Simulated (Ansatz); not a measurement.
# Ag: the cost of one run

Method: DFT r2SCAN, scalar-relativistic, plane waves, PAW, in Ansatz 0.2.0.

1 further run of the same task is left out (set aside as unsound or not needed).

### Step 1. The structure to begin with

It takes space group P6_3/mmc (No. 194, hexagonal). Conventional cell: a = 2.930 Å, b = 2.930 Å, c = 4.790 Å, α = 90.00°, β = 90.00°, γ = 120.00°. Ag (site symmetry -6m2) is surrounded by 12 Ag at 2.93 Å.

Structure file:

```cif
data_structure
_symmetry_space_group_name_H-M 'P6_3/mmc'
_symmetry_Int_Tables_number 194
_cell_length_a 2.9300
_cell_length_b 2.9300
_cell_length_c 4.7900
_cell_angle_alpha 90.000
_cell_angle_beta 90.000
_cell_angle_gamma 120.000
_cell_volume 35.61
loop_
_atom_site_label
_atom_site_type_symbol
_atom_site_symmetry_multiplicity
_atom_site_Wyckoff_symbol
_atom_site_fract_x
_atom_site_fract_y
_atom_site_fract_z
_atom_site_occupancy
Ag1 Ag 2 c 0.33333 0.66667 0.25000 1
```

The structure comes from the Crystallography Open Database.

### Step 2. Another functional, on a distorted cell: r2SCAN

What differs from the listed cell: strain xx, yy, zz, yz, xz, xy = -1.4, -1.4, -1.4, +0.0, +0.0, +0.0 %.

input.yaml reads:

```yaml
crystal:
  lattice:
    - [2.8901794065, 0.0, 0.0]
    - [-1.4450897032, 2.5029687875, 0.0]
    - [0.0, 0.0, 4.7249039]
  atoms:
    - { symbol: Ag, position: [0.3333333333, 0.6666666667, 0.25] }
    - { symbol: Ag, position: [0.6666666667, 0.3333333333, 0.75] }
basis:
  ecutwfc: 500
kpoints:
  mp_grid: { grid: [18, 18, 10] }
hamiltonian:
  xc: r2scan
scf:
  occupations: { method: gaussian, width: 0.1 }
output:
  forces: true
  stress: true
  eigenvalues: true
```

The run is started by

```
ansatz run input.yaml --threads 1 --pin off --max-ram 1331MiB --backend cpu --events-out ev --progress --plain --runs-dir out
```

What time and memory should one allow on 1 thread of an x86-64 CPU, shared host?

About 21 s, with a peak of 0.54 GiB.
